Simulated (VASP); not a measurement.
Runs of VASP 6.6.1 on C. Symmetry: R-3m, No. 166, trigonal system. Conventional cell: a = 2.456 Å, b = 2.456 Å, c = 10.041 Å, α = 90.00°, β = 90.00°, γ = 120.00°. Around C (site symmetry 3m) lie 3 C at 1.42 Å. This isn't the form of C at room conditions, which is graphite.

```csv
potentials or basis,cell,k mesh,smearing,gap on the mesh (eV),pressure (GPa),largest force (eV/Å)
"VASP PAW PBE potentials, release 64 (C)",strained and moved within the space group,15 × 15 × 15,gaussian 0.02 eV,none,-5.4,9.63
"VASP PAW PBE potentials, release 64 (C)",as given,9 × 9 × 9,gaussian 0.1 eV,0.77,(c),(a)
"VASP PAW PBE potentials, release 64 (Sn_d)","C replaced by Sn, lengths x 1.497, strained and moved within the space group",15 × 15 × 15,gaussian 0.1 eV,none,(b),10.28
"VASP PAW PBE potentials, release 64 (C)",strained and moved within a subgroup,15 × 15 × 15,gaussian 0.02 eV,0.19,-27.6,7.90
```

Alike in all rows: task single point; level PBEsol; no spin polarisation; cutoff (eV) 520.

Q: Estimate the missing entries.

A: (a) 0.84; (b) 107.9; (c) 1.8.

Caveats: the PAW data sets were made with another functional, which shifts forces and pressure a little (some runs); an odd mesh through Γ misses points on the zone boundary, where band edges often lie (some runs); so large a pressure means that the cell lies far from this level's equilibrium, or that cutoff or potentials fall short (some runs); the potentials were made for another functional, which shifts forces and pressure (some runs); the cell as given lies far from equilibrium (some runs).

A gap of «none» marks a metal or a gap under the smearing width.

The runs don't all hold the same shells in valence.
